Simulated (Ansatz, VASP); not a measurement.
Al: VASP beside Ansatz

INCAR

```
ALGO = Normal ; DIPOL = 0.5 0.5 0.500
EDIFF = 1E-7 ; ENCUT = 520
GGA = PE ; IDIPOL = 3
ISIF = 2 ; ISMEAR = -1
LASPH = T ; LCHARG = F
LDIPOL = T ; LREAL = F
LWAVE = F ; NBANDS = 18
NELM = 60 ; PREC = Accurate
SIGMA = 0.05
```

The input KPOINTS:

```
k-points
0
Gamma
  11 11 1
```

File POSCAR:

```
Al
1.0
    2.8270770242      0.0000000000      0.0000000000
   -1.4135385121      2.4483205214      0.0000000000
    0.0000000000      0.0000000000     26.4824913375
Al
6
Direct
    0.6666666700      0.3333333400      0.2832059833
    0.0000000000      0.0000000000      0.3699235900
    0.3333333300      0.6666666600      0.4566411967
    0.0000000000      0.0000000000      0.5433588033
    0.6666666700      0.3333333400      0.6300764100
    0.0000000000      0.0000000000      0.7167940167
```

Contents of input.yaml:

```yaml
crystal:
  lattice:
    - [2.8270770242, 0.0, 0.0]
    - [-1.4135385121, 2.4483205214, 0.0]
    - [0.0, 0.0, 26.4824913375]
  atoms:
    - { symbol: Al, position: [0.66666667, 0.33333334, 0.2832059833] }
    - { symbol: Al, position: [0.0, 0.0, 0.36992359] }
    - { symbol: Al, position: [0.33333333, 0.66666666, 0.4566411967] }
    - { symbol: Al, position: [0.0, 0.0, 0.5433588033] }
    - { symbol: Al, position: [0.66666667, 0.33333334, 0.63007641] }
    - { symbol: Al, position: [0.0, 0.0, 0.7167940167] }
hamiltonian:
  xc: pbe
  pseudopotentials: { kind: paw }
kpoints:
  mp_grid: { grid: [11, 11, 1] }
scf:
  occupations: { method: fermi_dirac, width: 0.05 }
output:
  forces: true
  eigenvalues: true
efield:
  axis: 3
  dipole_correction: true
  ramp_width: 0.04
```

Alike in both runs: task single point; functional PBE; k mesh 11 × 11 × 1; occupations fermi-dirac, width 0.05 eV; no spin polarisation.

```csv
,VASP,Ansatz
version,VASP 6.6.1,Ansatz 0.2.0
potentials or method,"VASP PAW PBE potentials, release 64 (Al)",Ansatz PAW
plane-wave cutoff (eV),520,420
valence electrons in the cell,18,18
```

Ansatz gave:

```
gap on the k mesh at the Fermi level (eV)  : none
rms of the force components (eV/Å)         : 0.063
work function, face that differs most (eV) : 4.10
```

Task: What did VASP give for the same quantities?

Result: gap on the k mesh at the Fermi level (eV): none; rms of the force components (eV/Å): 0.062; work function, face that differs most (eV): 4.05.

Atom by atom the forces differ by 0.000 eV/Å (rms over components). A gap of «none» marks a metal or a gap that the smearing closes.
